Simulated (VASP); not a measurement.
B: relaxation of cell and atoms with r2SCAN

The system is B.

```
CELL_PARAMETERS angstrom
0.00000 1.99808 1.99808
1.99808 0.00000 1.99808
1.99808 1.99808 0.00000
ATOMIC_POSITIONS crystal
B 0.50000 0.50000 0.50000
B 0.75000 0.75000 0.75000
```

The cell was built by a generator and needn't be a form met in nature.

```json
{
 "Program": "VASP 6.6.1",
 "Task": "relaxation of cell and atoms",
 "Functional": "r2SCAN",
 "Potentials or basis": "VASP PAW PBE potentials, release 64 (B)",
 "Cutoff": "600 eV",
 "k mesh": "8 × 8 × 8",
 "Occupations": "gaussian, width 0.1 eV",
 "Spin": "no spin polarisation",
 "Dipole correction": "no",
 "Further INCAR settings": "ALGO = Normal; EDIFF = 1e-06; IBRION = 2; EDIFFG = -0.04; NSW = 90; ISIF = 3"
}
```

| Quantity | Value |
| --- | --- |
| Relaxed volume | 8.32 Å³/atom |
| Relaxed cell | a = 2.866 Å, b = 2.866 Å, c = 2.866 Å, α = 60.00°, β = 60.00°, γ = 60.00° |
| Space group after relaxing (to 0.05 Å) | Fd-3m (No. 227) |
| Energy gained by relaxing | 8.7 meV/atom |
| Ionic steps | 3 |
| Pressure after relaxing | 0.1 GPa |
| Band gap on the k mesh | none (metal or under the smearing width) |

Step by step:
| step | energy change (eV) | largest force (eV/Å) | pressure (GPa) | volume (Å³) |
| --- | --- | --- | --- | --- |
| 1 | 0.0000 | 0.0000 | 8.35 | 15.95 |
| 2 | -0.0148 | 0.0000 | -3.00 | 16.93 |
| 3 | -0.0175 | 0.0000 | 0.06 | 16.65 |

Final structure:
```yaml
crystal:
  lattice:
    - [0.00000, 2.02659, 2.02659]
    - [2.02659, 0.00000, 2.02659]
    - [2.02659, 2.02659, 0.00000]
  atoms:
    - { symbol: B, position: [0.50000, 0.50000, 0.50000] }
    - { symbol: B, position: [0.75000, 0.75000, 0.75000] }
```

Levels at points of the mesh, in eV from the Fermi level:
| k point | band 1 | band 2 | band 3 | band 4 | band 5 | band 6 | band 7 |
| --- | --- | --- | --- | --- | --- | --- | --- |
| (0.00, 0.00, 0.00) | -13.71 | 4.35 | 4.35 | 4.35 | 8.63 | 8.63 | 8.63 |
| (0.50, 0.00, 0.00) | -8.67 | -7.37 | 1.84 | 1.84 | 10.80 | 10.80 | 12.52 |
| (0.50, 0.50, 0.00) | -6.39 | -6.39 | -1.35 | -1.35 | 7.63 | 7.63 | 19.52 |

Run time: 37 s on 1 thread of Intel(R) Xeon(R) Platinum 8559C (Emerald Rapids), on a shared host, peak memory 0.13 GiB.

Caveat: the PAW data sets were made with another functional, which shifts forces and pressure a little.
